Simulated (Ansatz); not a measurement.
# What strain does to CdSe (wurtzite)

Wurtzite CdSe, relaxed with r2SCAN in the PAW code Ansatz. It is hexagonal, P6_3mc (No. 186); conventional cell a = 4.341 Å, c = 7.077 Å, 28.87 Å³ an atom. Cd has 4 Se at 2.66 Å; Se has 4 Cd at 2.66 Å.

The axes x, y and z are those of this cell:
```
CELL_PARAMETERS angstrom
4.34072 0.00000 0.00000
-2.17036 3.75918 0.00000
0.00000 0.00000 7.07665
ATOMIC_POSITIONS crystal
Cd 0.33333 0.66667 0.99952
Cd 0.66667 0.33333 0.49952
Se 0.33333 0.66667 0.37548
Se 0.66667 0.33333 0.87548
```

Unstrained: With PBE the gap is 0.612 eV and direct, at Γ. The r2SCAN gap is direct at Γ: 1.105 eV. HSE06 gives a direct gap of 1.544 eV at Γ. Meshes: PBE 12×12×4, r2SCAN 12×12×4, HSE06 6×6×4. Strains are changes of length per length, and xy shears are angles. After each strain the atoms were relaxed again with r2SCAN within the symmetry that the strain leaves, so tilts or polar shifts that break it weren't tested; points keep the names that they have in the unstrained zone. Calculated for a static, non-magnetic cell.

Changes of the least gap in eV (an overlap counts as a negative gap):
```json
{"strain": "isotropic -0.5 % on every length", "volume change (%)": "-1.5", "space group": "P6_3mc", "PBE": "+0.033", "r2SCAN": "+0.036", "HSE06": "+0.039", "energy rise, r2SCAN (meV/atom)": "1.0"}
{"strain": "xy shear, engineering strain (angle) -2.0 %", "volume change (%)": "0.0", "space group": "P2_1", "PBE": "-0.036", "r2SCAN": "-0.036", "HSE06": "–", "energy rise, r2SCAN (meV/atom)": "0.5"}
{"strain": "isotropic -2.0 % on every length", "volume change (%)": "-5.9", "space group": "P6_3mc", "PBE": "+0.132", "r2SCAN": "+0.144", "HSE06": "+0.156", "energy rise, r2SCAN (meV/atom)": "17.8"}
{"strain": "uniaxial +2.0 % along z", "volume change (%)": "+2.0", "space group": "P6_3mc", "PBE": "-0.080", "r2SCAN": "-0.088", "HSE06": "-0.093", "energy rise, r2SCAN (meV/atom)": "2.9"}
```

Isotropic -0.5 % on every length. HSE06: the gap goes from 1.544 to 1.583 eV (+0.039 eV). Stress change with r2SCAN, compression positive: xx +0.80, yy +0.80, zz +0.80 GPa. For HSE06, dE_g/d ln V = -2.6 eV over this step.

Xy shear, engineering strain (angle) -2.0 %. r2SCAN: the gap goes from 1.105 to 1.069 eV (-0.036 eV); with r2SCAN the top three valence levels at Γ, grouped 2+1 from the top over 42 meV, become 1+1+1 over 77 meV. Stress change with r2SCAN, compression positive: xx -0.01, yy 0.00, zz -0.01, xy +0.28 GPa.

Isotropic -2.0 % on every length. HSE06: the gap goes from 1.544 to 1.700 eV (+0.156 eV); with r2SCAN the top three valence levels at Γ, grouped 2+1 from the top over 42 meV, become 2+1 over 51 meV. Stress change with r2SCAN, compression positive: xx +3.55, yy +3.55, zz +3.61 GPa. For HSE06, dE_g/d ln V = -2.6 eV over this step.

Uniaxial +2.0 % along z, other directions held. HSE06: the gap goes from 1.544 to 1.451 eV (-0.093 eV); with r2SCAN the top three valence levels at Γ, grouped 2+1 from the top over 42 meV, become 2+1 over 122 meV. Stress change with r2SCAN, compression positive: xx -0.69, yy -0.69, zz -1.59 GPa.

Spin-orbit coupling is left out.

The meshes of the hybrids are coarse, so their gaps aren't converged to the digits shown.

The splittings at Γ are without spin-orbit coupling, which regroups them where it is of like size or larger.
